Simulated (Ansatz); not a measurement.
An element in the fcc structure gives these cold pressures by all-electron LAPW under LDA (Ansatz 0.2.0, scalar-relativistic, no spin polarisation).

| V (Å³/atom) | P (GPa) |
| --- | --- |
| 13.98 | 0.05 |
| 12.58 | 11.62 |
| 11.18 | 31.1 |
| 9.78 | 67.2 |
| 8.39 | 137.2 |
| 6.99 | 284.7 |
| 5.59 | 613.2 |

Question: Which element is it?

Answer: Si. Its zero-pressure volume in this structure is near 14.0 Å³/atom; the volume and the steepness of P(V) together point to it, though neighbours can come close. Other candidates weren't computed, and some may come near.
